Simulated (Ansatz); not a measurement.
Take GeO2 (space group P3_121, No. 152; a = 5.093 Å, c = 5.768 Å) as the base. Axes: x lies along a and z along c of the hexagonal cell.

Level of theory: PBE (Ansatz, a first-principles code; PAW; 420 eV plane waves; no spin-orbit coupling).

For the base:

| Quantity | Result |
|---|---|
| Electron mass | 0.41 mₑ along c, 0.45 mₑ across (at Γ) |

The change: tensile biaxial strain of 1.46 % in the plane normal to [001], as in epitaxy on a mismatched substrate; the out-of-plane cell vector and the atoms relax.

Question: What does the calculation give for the ratio −ε⊥/ε∥ after the change?

Answer: The ratio −ε⊥/ε∥ comes out as 0.50.

Question: What does the calculation give for the electron mass after the change?

Answer: The electron mass goes from 0.41 mₑ along c, 0.45 mₑ across (at Γ) to 0.40 mₑ out of plane, 0.45 mₑ in plane (at Γ).

The levels and masses belong to the bands next to the band gap. Masses are band curvatures over ±0.01 Å⁻¹ around the edge. No phonon test of stability was made.
